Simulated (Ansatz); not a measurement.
# SnO2: the cost of one run

Program: Ansatz 0.2.0. Level of theory: DFT r2SCAN, scalar-relativistic, plane waves, PAW. These are calculated values, not measurements.

2 further runs of the same task are left out: 2 set aside as unsound or not needed.

### Step 1. The starting structure

It takes space group Pbcn (No. 60, orthorhombic). Conventional cell: a = 4.732 Å, b = 5.743 Å, c = 5.238 Å, α = 90.00°, β = 90.00°, γ = 90.00°. Sn (site symmetry 2) has 6 O at 2.03 to 2.11 Å in its first shell of neighbours. O (site symmetry 1) has 3 Sn at 2.03 to 2.11 Å in its first shell of neighbours.

As a file:

```
CELL_PARAMETERS angstrom
4.73226 0.00000 0.00000
0.00000 5.74336 0.00000
0.00000 0.00000 5.23811
ATOMIC_POSITIONS crystal
Sn 0.50000 0.66519 0.75000
Sn 0.00000 0.83481 0.25000
Sn 0.50000 0.33481 0.25000
Sn 0.00000 0.16519 0.75000
O 0.72980 0.60762 0.07888
O 0.22980 0.89238 0.92112
O 0.77020 0.89238 0.57888
O 0.27020 0.60762 0.42112
O 0.72980 0.39238 0.57888
O 0.22980 0.10762 0.42112
O 0.77020 0.10762 0.07888
O 0.27020 0.39238 0.92112
```

It goes back to an entry of the Materials Project, which need not be the stable form.

It is the result of an earlier relaxation at this level (volume 11.86 Å³/atom; gap on the mesh: 2.08 eV).

### Step 2. Zero strain

Contents of input.yaml:

```yaml
crystal:
  lattice:
    - [4.7322610075, 0.0, 0.0]
    - [0.0, 5.7433550572, 0.0]
    - [0.0, 0.0, 5.2381067584]
  atoms:
    - { symbol: Sn, position: [0.5, 0.6651905251, 0.75] }
    - { symbol: Sn, position: [0.0, 0.8348094749, 0.25] }
    - { symbol: Sn, position: [0.5, 0.3348094749, 0.25] }
    - { symbol: Sn, position: [0.0, 0.1651905251, 0.75] }
    - { symbol: O, position: [0.7297996671, 0.6076164226, 0.0788779037] }
    - { symbol: O, position: [0.2297996671, 0.8923835774, 0.9211220963] }
    - { symbol: O, position: [0.7702003329, 0.8923835774, 0.5788779037] }
    - { symbol: O, position: [0.2702003329, 0.6076164226, 0.4211220963] }
    - { symbol: O, position: [0.7297996671, 0.3923835774, 0.5788779037] }
    - { symbol: O, position: [0.2297996671, 0.1076164226, 0.4211220963] }
    - { symbol: O, position: [0.7702003329, 0.1076164226, 0.0788779037] }
    - { symbol: O, position: [0.2702003329, 0.3923835774, 0.9211220963] }
basis:
  ecutwfc: 500
kpoints:
  mp_grid: { grid: [6, 6, 6] }
hamiltonian:
  xc: r2scan
scf:
  occupations: { method: gaussian, width: 0.02 }
output:
  forces: true
  stress: true
  eigenvalues: true
```

Started as:

```sh
ansatz run input.yaml --threads 2 --pin off --max-ram 5120MiB --backend cpu --events-out ev --progress --plain --runs-dir out
```

Q: Estimate wall time and peak memory on 2 threads of Intel Xeon at 2.50GHz (Skylake/Cascade Lake), shared host.

About 55 s, with a peak of 1 GiB.
